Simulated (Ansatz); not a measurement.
# Straining AlRu

All numbers below come from DFT r2SCAN, scalar-relativistic, plane waves, PAW (Ansatz 0.2.0). Settings: 500 eV cutoff, 18×18×18 k-mesh, Gaussian smearing of 0.10 eV, no spin polarisation.

Reference structure (relaxed):

```
CELL_PARAMETERS angstrom
2.98250 0.00000 0.00000
0.00000 2.98250 0.00000
0.00000 0.00000 2.98250
ATOMIC_POSITIONS crystal
Al 0.00000 0.00000 0.00000
Ru 0.50000 0.50000 0.50000
```

Deformation: all cell vectors scaled alike, the atoms relaxed, all within the symmetry that the strain leaves. Energies are extrapolated to zero smearing.

| strain (%) | ΔE (meV/atom) | a (Å) | b (Å) | c (Å) |
| --- | --- | --- | --- | --- |
| -4.5 | 193.0 | 2.848 | 2.848 | 2.848 |
| -3.0 | 81.1 | 2.893 | 2.893 | 2.893 |
| -1.5 | 19.0 | 2.938 | 2.938 | 2.938 |
| +0.0 | 0.0 | 2.982 | 2.982 | 2.982 |
| +1.5 | 18.1 | 3.027 | 3.027 | 3.027 |
| +3.0 | 68.0 | 3.072 | 3.072 | 3.072 |
| +4.5 | 145.1 | 3.117 | 3.117 | 3.117 |

Problem. What stiffness (1/V) d²E/dε² at zero strain does a cubic fit over all points give?

Solution. A cubic fit gives (1/V) d²E/dε² = 2018 GPa at zero strain (nine times the bulk modulus at fixed shape).